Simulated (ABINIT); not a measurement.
Crystal: HfO2.

```
Hf O
1.0
     0.00000    2.55750    2.55750
     2.55750    0.00000    2.55750
     2.55750    2.55750    0.00000
Hf O
1 2
Direct
  0.00000 0.00000 0.00000
  0.75000 0.75000 0.75000
  0.25000 0.25000 0.25000
```

Measurements of this composition are mostly on another form, of space group No. 14.

```yaml
Program: ABINIT 10.8.3 (patched build)
Task: relaxation of cell and atoms
Functional: PBE
Potentials_or_basis: PseudoDojo NC SR PBE v0.4.1 standard
Cutoff: 1143 eV
k_mesh: 7 × 7 × 7
Occupations: fermi-dirac, width 0.05 eV
Spin: no spin polarisation
```

At the start: pressure -4.8 GPa; volume 11.15 Å³/atom.

Task: How do energy, volume and symmetry change on relaxing?

Result: Over 4 steps the energy falls by 3.4 meV/atom and the volume is 10.93 Å³/atom (-2.0 %); space group Fm-3m (No. 225, to 0.05 Å).

The path:
```csv
step,energy change (eV),largest force (eV/Å),pressure (GPa),volume (Å³)
1,0.0000,0.0000,-4.77,33.46
2,-0.0093,0.0000,-1.34,32.97
3,-0.0101,0.0000,0.04,32.79
4,-0.0101,0.0000,0.00,32.79
```

Final structure:
```
CELL_PARAMETERS angstrom
0.00000 2.54041 2.54041
2.54041 0.00000 2.54041
2.54041 2.54041 0.00000
ATOMIC_POSITIONS crystal
Hf 0.00000 0.00000 0.00000
O 0.75000 0.75000 0.75000
O 0.25000 0.25000 0.25000
```
